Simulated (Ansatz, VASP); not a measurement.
This is a calculation of PtSe2 (Sudovikovite) for VASP 6.6.1.

INCAR

```
  PREC = Accurate
  ENCUT = 520
  EDIFF = 1E-6
  ISMEAR = -1
  SIGMA = 0.05
  LREAL = F
  LASPH = T
  NELM = 80
  ALGO = Normal
  ISIF = 2
  LWAVE = F
  LCHARG = T
  GGA = PS
  LELF = T
  LVHAR = T
  NBANDS = 18
```

The input KPOINTS:

```
Automatic mesh
0
Gamma
  8 8 5
```

POSCAR

```
PtSe2
1.0
    3.7486629704      0.0000000000      0.0000000000
   -1.8743314852      3.2464373626      0.0000000000
    0.0000000000      0.0000000000      5.0955241558
Pt Se
1 2
Direct
    0.0000000000      0.0000000000      0.0000000000
    0.6666666667      0.3333333333      0.7500000000
    0.3333333333      0.6666666667      0.2500000000
```

Potentials or basis: VASP PAW PBE potentials, release 64 (Pt, Se).

The run is started by

```console
$ cat potpaw_PBE.64/Pt/POTCAR potpaw_PBE.64/Se/POTCAR > POTCAR
$ mpirun -np 1 vasp_std > vasp.out
```

Q: Translate it to Ansatz 0.2.0. Potentials there: all-electron LAPW, scalar-relativistic.

A: As run (the cutoff follows the program's own potentials):

The input input.yaml:

```yaml
crystal:
  lattice:
    - [3.7486629704, 0.0, 0.0]
    - [-1.8743314852, 3.2464373626, 0.0]
    - [0.0, 0.0, 5.0955241558]
  atoms:
    - { symbol: Pt, position: [0.0, 0.0, 0.0] }
    - { symbol: Se, position: [0.6666666667, 0.3333333333, 0.75] }
    - { symbol: Se, position: [0.3333333333, 0.6666666667, 0.25] }
kpoints:
  mp_grid: { grid: [8, 8, 5] }
scf:
  occupations: { method: fermi_dirac, width: 0.05 }
hamiltonian:
  xc: pbesol
  pseudopotentials: { kind: all_electron, lapw: { basis_error: 0.002 } }
output:
  forces: true
  stress: true
  eigenvalues: true
```

Potentials or basis: all-electron LAPW, scalar-relativistic.

Command:

```console
$ ansatz run input.yaml --threads 2 --pin off --max-ram 6144MiB --backend cpu --events-out ev --progress --plain --runs-dir out
```

Both were run:

|  | VASP | Ansatz | Ansatz less VASP |
| --- | --- | --- | --- |
| gap on the k mesh at the Fermi level (eV) | none | none | - |
| pressure (GPa) | -0.4 | -0.5 | -0.07 |
| largest component of the traceless stress (GPa) | 0.31 | 0.28 | -0.028 |
| rms of the force components (eV/Å) | 0.052 | 0.044 | -0.0079 |

Atom by atom the forces differ by 0.008 eV/Å (rms over components). A gap of «none» marks a metal or a gap that the smearing closes. Ansatz ran all-electron here, so the differences hold the error of VASP's frozen core and of both bases.

Caveats: the PAW data sets were made with another functional, which shifts forces and pressure a little (VASP). Spin-orbit coupling is left out, which matters for the levels of Pt.
